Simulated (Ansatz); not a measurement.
The system is Te.

```xyz
4
Lattice="5.2233 0.0000 0.0000 0.0000 5.2233 0.0000 0.0000 0.0000 5.2233" Properties=species:S:1:pos:R:3 pbc="T T T"
Te    4.5704    0.6529    3.2645
Te    1.9587    1.9587    1.9587
Te    0.6529    3.2645    4.5704
Te    3.2645    4.5704    0.6529
```

The cell was built by a generator and needn't be a form met in nature.

Base run:

- Program: Ansatz 0.2.0
- Functional: HSE06 form with a typed share of exact exchange
- Potentials or basis: Ansatz PAW
- Cutoff: 420 eV (not typed: the program's choice for these potentials)
- k mesh: 3 × 3 × 3
- Occupations: fermi-dirac, width 0.05 eV
- Spin: no spin polarisation

Its results: band gap on the k mesh 0.42 eV, indirect (least direct gap 1.00 eV); pressure -2.0 GPa.

Problem. The run is repeated on the same cell with these changes: share of exact exchange from 0.3 to 0.2. What comes out?

Solution. Band gap on the k mesh 0.33 eV, indirect (least direct gap 0.92 eV); pressure -1.3 GPa.

Caveats: odd divisions of the mesh miss points on the zone boundary, where band edges often lie, so the gap on the mesh can be too wide; spin-orbit coupling is left out, which moves the levels of the heavy elements; the PAW data sets come from PBE, with cores solved anew for the run's functional, which leaves a small shift of forces and pressure; the thresholds are loose for stress.

A k mesh can miss the band edges.
